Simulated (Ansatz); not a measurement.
# CsBr: the cost of one run

Computed with Ansatz 0.2.0 (DFT PBE, scalar-relativistic, plane waves, PAW, unless a step's input says otherwise).

## 1. The starting structure

Symmetry: Pm-3m, No. 221, cubic system. Conventional cell: a = 4.326 Å, b = 4.326 Å, c = 4.326 Å, α = 90.00°, β = 90.00°, γ = 90.00°. Cs (site symmetry m-3m) has 8 Br at 3.75 Å as nearest neighbours. Br (site symmetry m-3m) is surrounded by 8 Cs at 3.75 Å.

Structure file:

```cif
data_structure
_symmetry_space_group_name_H-M 'Pm-3m'
_symmetry_Int_Tables_number 221
_cell_length_a 4.3256
_cell_length_b 4.3256
_cell_length_c 4.3256
_cell_angle_alpha 90.000
_cell_angle_beta 90.000
_cell_angle_gamma 90.000
_cell_volume 80.94
loop_
_atom_site_label
_atom_site_type_symbol
_atom_site_symmetry_multiplicity
_atom_site_Wyckoff_symbol
_atom_site_fract_x
_atom_site_fract_y
_atom_site_fract_z
_atom_site_occupancy
Cs1 Cs 1 a 0.00000 0.00000 0.00000 1
Br1 Br 1 b 0.50000 0.50000 0.50000 1
```

The structure comes from the Materials Project (structure only).

(A quick probe on a coarse mesh, which set the mesh and smearing, is not shown.)

## 3. The relaxation

input.yaml reads:

```yaml
crystal:
  lattice:
    - [4.32562222, 0.0, 0.0]
    - [0.0, 4.32562222, 0.0]
    - [0.0, 0.0, 4.32562222]
  atoms:
    - { symbol: Cs, position: [0.0, 0.0, 0.0] }
    - { symbol: Br, position: [0.5, 0.5, 0.5] }
basis:
  ecutwfc: 420
kpoints:
  mp_grid: { grid: [6, 6, 6] }
hamiltonian:
  xc: pbe
scf:
  occupations: { method: gaussian, width: 0.02 }
output:
  forces: true
  stress: true
  eigenvalues: true
relax:
  adjacent_minimum: "off"
  f_tol: 0.005
  max_steps: 80
  cell: { stress_tol: 0.05 }
```

On the command line:

```
$ ansatz run input.yaml --threads 4 --pin off --max-ram 6144MiB --backend cpu --events-out ev --progress --plain --runs-dir out
```

**Question.** How long does this run take on 4 threads of Arm Neoverse V2, shared host, and how much memory does it need?

About 1.9 s, with a peak of 0.35 GiB.
